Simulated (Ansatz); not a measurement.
An input for Ansatz 0.2.0 (As):

Contents of input.yaml:

```yaml
crystal:
  lattice:
    - [1.91897, 1.150009, 3.533598]
    - [-1.850147, 1.150993, 3.496459]
    - [0.035263, -2.118513, 3.458638]
  atoms:
    - { symbol: As, position_ang: [0.023523436, 0.041242514, 2.37044507] }
    - { symbol: As, position_ang: [0.080562564, 0.141246486, 8.11824993] }
hamiltonian:
  xc: pw91
  pseudopotentials: { kind: paw }
kpoints:
  mp_grid: { grid: [7, 7, 7] }
scf:
  occupations: { method: gaussian, width: 0.01 }
output:
  forces: true
  stress: true
  eigenvalues: true
  polarization: {}
```

Potentials or basis: Ansatz PAW.

The run is started by

```sh
$ ansatz run input.yaml --threads 1 --pin off --max-ram 2560MiB --backend cpu --events-out ev --progress --plain --runs-dir out
```

Task: How does this run end?

Result: The run stopped without a result. It printed:

Output:

```text
Error: YAML parse error: error: line 10 column 7: hamiltonian.xc: unknown variant `pw91`, expected one of `lda`, `lda-pw`, `pw92`, `pbe`, `pbesol`, `rpbe`, `revpbe`, `blyp`, `pbe0`, `revpbe0`, `b3lyp`, `b3lyp5`, `hse06`, `wpbeh`, `hiss`, `lc_wpbe`, `cam_b3lyp`, `hf`, `r2scan`, `r2scanh`, `r2scan0`, `r2scan50`, `mr2scan`
  --> <input>:10:7
   |
 8 |     - { symbol: As, position_ang: [0.080562564, 0.141246486, 8.11824993…
 9 | hamiltonian:
10 |   xc: pw91
   |       ^ hamiltonian.xc: unknown variant `pw91`, expected one of `lda`, `lda-pw`, `pw92`, `pbe`, `pbesol`, `rpbe`, `revpbe`, `blyp`, `pbe0`, `revpbe0`, `b3lyp`, `b3lyp5`, `hse06`, `wpbeh`, `hiss`, `lc_wpbe`, `cam_b3lyp`, `hf`, `r2scan`, `r2scanh`, `r2scan0`, `r2scan50`, `mr2scan`
11 |   pseudopotentials: { kind: paw }
12 | kpoints:
   |
```
